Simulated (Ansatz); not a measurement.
# ZrS₂: frozen-core PAW against all-electron methods

```
CELL_PARAMETERS angstrom
3.63000 0.00000 0.00000
-1.81500 3.14367 0.00000
0.00000 0.00000 5.96700
ATOMIC_POSITIONS crystal
Zr 0.00000 0.00000 0.00000
S 0.33333 0.66667 0.24920
S 0.66667 0.33333 0.75080
```

Atom numbers follow the list: Zr1, S2, S3.

The cell comes from COD entry 5910006, which wasn't checked; take it as a given geometry. The listed cell was then made from it by scaling, straining or moving an atom.

Levels of theory: DFT, PBEsol, PAW with Ansatz's default frozen-core files, scalar-relativistic (Ansatz 0.2.0); DFT, PBEsol, all-electron PAW with datasets made for the crystal, scalar-relativistic (Ansatz 0.2.0); DFT, PBEsol, all-electron LAPW, scalar-relativistic (Ansatz 0.2.0).

For PAW: a Γ-centred 10×10×5 k mesh, Fermi–Dirac smearing of 0.01 eV, cutoff 420 eV, no spin polarisation; the PAW files were made with PBE, and the program remakes their frozen cores for this functional. The crystal-made all-electron datasets (AE datasets) take a cutoff of 240 eV at this cell. LAPW targets a basis error of 1 meV/atom. The Ansatz runs share mesh, smearing and spin set-up. Plane-wave (PAW) pressures include the program's estimate of the Pulay term.

Stress and pressure are positive in compression.

No spin–orbit coupling: at heavy atoms the gradients can be off by tens of per cent for that reason.

```
                             quantity     PAW  AE datasets    LAPW
                       pressure (GPa)   -2.05        -2.03   -2.03
                      stress xx (GPa)   -1.65        -1.63   -1.63
                      stress zz (GPa)   -2.84        -2.83   -2.83
                force on S2, z (eV/Å)  -0.386       -0.384  -0.384
                        band gap (eV)   0.773        0.774   0.739
field gradient Vzz at Zr1 (10²¹ V/m²)   -1.80        -1.78       –
 field gradient Vzz at S2 (10²¹ V/m²)    0.25         0.25       –
```

PAW's pressure differs from the LAPW value by -0.02 GPa.
